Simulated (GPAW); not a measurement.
Crystal: TePb.

```
CELL_PARAMETERS angstrom
0.00000 3.23100 3.23100
3.23100 0.00000 3.23100
3.23100 3.23100 0.00000
ATOMIC_POSITIONS crystal
Pb 0.00000 0.00000 0.00000
Te 0.50000 0.50000 0.50000
```

| Property | Result |
| --- | --- |
| Program | GPAW 26.7.0 |
| Task | relaxation of cell and atoms |
| Functional | PBEsol |
| Dispersion | D4 |
| Potentials or basis | PAW data sets generated in the run's folder for this functional |
| Cutoff | 600 eV |
| Basis | pw |
| k mesh | 7 × 7 × 7 |
| Occupations | fermi-dirac, width 0.05 eV |
| Spin | no spin polarisation |

At the start: pressure -1.8 GPa; volume 33.73 Å³/atom.

Question: How do energy, volume and symmetry change on relaxing?

Answer: Over 4 steps the energy falls by 7.9 meV/atom and the volume is 32.37 Å³/atom (-4.0 %); space group Fm-3m (No. 225, to 0.05 Å).

Step by step:
```
step  energy change (eV)  largest force (eV/Å)  pressure (GPa)  volume (Å³)
   1              0.0000                0.0000           -1.79        67.46
   2             -0.0055                0.0000           -1.47        66.92
   3             -0.0157                0.0000            0.11        64.59
   4             -0.0157                0.0000            0.00        64.74
```

Final structure:
```yaml
crystal:
  lattice:
    - [0.00000, 3.18702, 3.18702]
    - [3.18702, 0.00000, 3.18702]
    - [3.18702, 3.18702, 0.00000]
  atoms:
    - { symbol: Pb, position: [0.00000, 0.00000, 0.00000] }
    - { symbol: Te, position: [0.50000, 0.50000, 0.50000] }
```

Caveat: later steps reuse the first step's grids.
